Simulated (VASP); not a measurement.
A run of VASP 6.6.1:

INCAR

```
PREC = Accurate
ENCUT = 600
EDIFF = 1E-7
ISMEAR = 0
SIGMA = 0.03
LREAL = False
LASPH = True
NELM = 80
ALGO = Normal
ISIF = 3
LWAVE = False
LCHARG = False
GGA = PE
IBRION = 2
NSW = 90
EDIFFG = -0.005
PSTRESS = 1130.0
KPAR = 2
```

Contents of KPOINTS:

```
regular mesh
0
Gamma
  7 7 7
```

Contents of POSCAR:

```
Al2O3                                   
1.0
    2.1982633491      1.2691679363      3.9537733588
   -2.1982633491      1.2691679363      3.9537733588
   -0.0000000000     -2.5383358727      3.9537733588
  Al              O             
     4     6
Direct
     0.3514812046020193    0.3514812046020193    0.3514812046020186
     0.1485187953979807    0.1485187953979807    0.1485187953979815
     0.6485187953979806    0.6485187953979806    0.6485187953979815
     0.8514812046020194    0.8514812046020194    0.8514812046020185
     0.5588423762071473    0.9411576237928527    0.2500000000000000
     0.2499999999999991    0.5588423762071464    0.9411576237928535
     0.9411576237928536    0.2500000000000008    0.5588423762071465
     0.4411576237928527    0.0588423762071474    0.7500000000000000
     0.7500000000000009    0.4411576237928535    0.0588423762071467
     0.0588423762071465    0.7499999999999991    0.4411576237928533
```

Potentials or basis: VASP PAW PBE potentials, release 64 (Al, O).

Launch:

```sh
$ cat potpaw_PBE.64/Al/POTCAR potpaw_PBE.64/O/POTCAR > POTCAR
$ mpirun -np 2 vasp_std > vasp.out
```

Hardware: 2 MPI ranks on Intel(R) Xeon(R) Platinum 8488C (Sapphire Rapids) (shared host).

Estimate the wall time of this run.

Wall time 2.5 min on 2 MPI ranks on Intel(R) Xeon(R) Platinum 8488C (Sapphire Rapids), with other jobs on the host, peak memory 0.27 GiB a rank. Counts: scf iterations 25, k points 44, ion steps 3.
